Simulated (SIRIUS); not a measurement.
Cu: single point with PBEsol

The system is Cu.

```
Cu
1.0
     2.53410    0.00000    0.00000
    -1.26705    2.19459    0.00000
     0.00000    0.00000    4.11257
Cu
2
Cartesian
  1.2670 0.7315 3.0844
  0.0000 1.4631 1.0281
```

This isn't the form of Cu at room conditions, which is fcc.

```json
{"Program": "SIRIUS 7.10.0", "Task": "single point", "Functional": "PBEsol", "Potentials or basis": "PseudoDojo 0.4.1 PBEsol standard (scalar relativistic)", "Cutoff": "1254 eV", "Density cutoff": "5016 eV", "k mesh": "12 × 12 × 7", "Occupations": "fermi-dirac, width 0.05 eV", "Spin": "no spin polarisation", "Libxc names": "[\"XC_GGA_X_PBE_SOL\", \"XC_GGA_C_PBE_SOL\"]", "Energy tol": "1e-08 Ha", "Density tol": "1e-06", "Mixer": "anderson", "Mixing beta": "0.7", "Max scf": "100", "Radial cutoff for the potentials' integrals": "6.5 bohr"}
```

The pressure is -1.7 GPa and the band gap on the k mesh is none (metal or under the smearing width).

Stress tensor (GPa, compression positive):
```
-1.91  0.00  0.00
 0.00 -1.91  0.00
 0.00  0.00 -1.39
```

Wall time 2.6 min on 1 thread of Arm Neoverse N1, with other jobs on the host, peak memory 0.47 GiB.
